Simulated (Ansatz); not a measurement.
Ag:

```
Ag
1.0
     0.00000    2.04275    2.04275
     2.04275    0.00000    2.04275
     2.04275    2.04275    0.00000
Ag
1
Direct
  0.00000 0.00000 0.00000
```

Base run:

```yaml
Program: Ansatz 0.2.0
Functional: PBE
Potentials_or_basis: all-electron LAPW, scalar-relativistic
Cutoff: 240 eV (chosen from the basis error)
Basis_error_allowed: 0.001 eV/atom
k_mesh: 11 × 11 × 11
Occupations: gaussian, width 0.012 eV
Spin: no spin polarisation
```

Its results: pressure 4.3 GPa.

Problem. After a change of settings the same cell gave: pressure 12.0 GPa. Which change was it?
A. functional from PBE to RPBE; occupations from gaussian, width 0.012 eV to gaussian, width 0.05 eV
B. functional from PBE to BLYP; occupations from gaussian, width 0.012 eV to fermi-dirac, width 0.05 eV
C. occupations from gaussian, width 0.012 eV to gaussian, width 0.024 eV

Solution. B.
